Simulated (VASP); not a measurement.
Here is a VASP 6.6.1 calculation.

The input INCAR:

```
  ALGO = Normal
  EDIFF = 1E-6
  ENCUT = 520
  GGA = PE
  ISIF = 2
  ISMEAR = 0
  LASPH = T
  LCHARG = F
  LREAL = F
  LWAVE = F
  NBANDS = 15
  NELM = 60
  PREC = Accurate
  SIGMA = 0.01
```

File KPOINTS:

```
k-points
0
Gamma
  6 6 6
```

The input POSCAR:

```
CaSe
1.0
    0.0000000000      2.9675306017      2.9675306017
    2.9675306017      0.0000000000      2.9675306017
    2.9675306017      2.9675306017      0.0000000000
Ca Se
1 1
Direct
    0.0000000000      0.0000000000      0.0000000000
    0.5000000000      0.5000000000      0.5000000000
```

Potentials or basis: VASP PAW PBE potentials, release 64 (Ca_sv, Se).

Run with:

```bash
$ cat potpaw_PBE.64/Ca_sv/POTCAR potpaw_PBE.64/Se/POTCAR > POTCAR
$ mpirun -np 1 vasp_std > vasp.out
```

Problem. What does it give for the pressure?

Solution. 0.7 GPa.

Problem. Estimate the band gap on the k mesh.

Solution. 2.05 eV, indirect (least direct gap 2.97 eV).

**The experiment to reproduce.**

From a printed reference work, monograph, original work of 1988, for a bulk crystal of CaSe at 2 K: band gap 3.85 eV (indirect).

Against the measured gap of CaSe, 3.85 eV (indirect; 2 K; a printed reference work, monograph, original work of 1988), the calculated 2.05 eV is off by -1.80 eV. Spin-orbit coupling on Se is left out. The value is that of PBE on a finite k mesh, which can miss the band edges, without temperature or zero-point motion. Semilocal functionals fall short of measured gaps as a rule.
